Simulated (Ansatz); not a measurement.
# Zr under changes of volume

One of the cells (23.281 Å³/atom); the others are scaled copies at fixed shape and fractional positions:

```
Zr
1.0
     3.23200    0.00000    0.00000
    -1.61600    2.79899    0.00000
     0.00000    0.00000    5.14700
Zr
2
Direct
  0.66667 0.33333 0.75000
  0.33333 0.66667 0.25000
```

```yaml
Program: Ansatz 0.2.0
Functional: PBE
Potentials_or_basis: PseudoDojo stringent (PBE files)
Cutoff: 898 eV
Density_cutoff: 3592 eV
k_mesh: 9 × 9 × 5
Occupations: fermi-dirac, width 0.05 eV
Spin: no spin polarisation
```

```csv
volume (Å³/atom),energy over the lowest point (meV/atom),pressure (GPa)
21.884,32.62,7.1
22.350,15.34,4.8
22.815,4.65,2.6
23.281,0.00,0.6
23.746,0.94,-1.3
24.212,?,?
24.678,17.91,-4.5
```

Question: What does the run at 24.212 Å³/atom give?

Answer: Energy over the lowest point 7.05 meV/atom; pressure -3.0 GPa.

Worked out: A Birch-Murnaghan fit of order 3 (a polynomial in V^(-2/3)) to the other rows has its minimum at 23.43 Å³/atom with B0 = V·E''(V) = 94 GPa and B' = 3.0 at fixed shape and positions, which overstates the stiffness. It gives 7.04 meV/atom at 24.212 Å³/atom, against the run's 7.05, and -dE/dV = -2.9 GPa, against -3.0.

Energies are extrapolated to zero smearing.
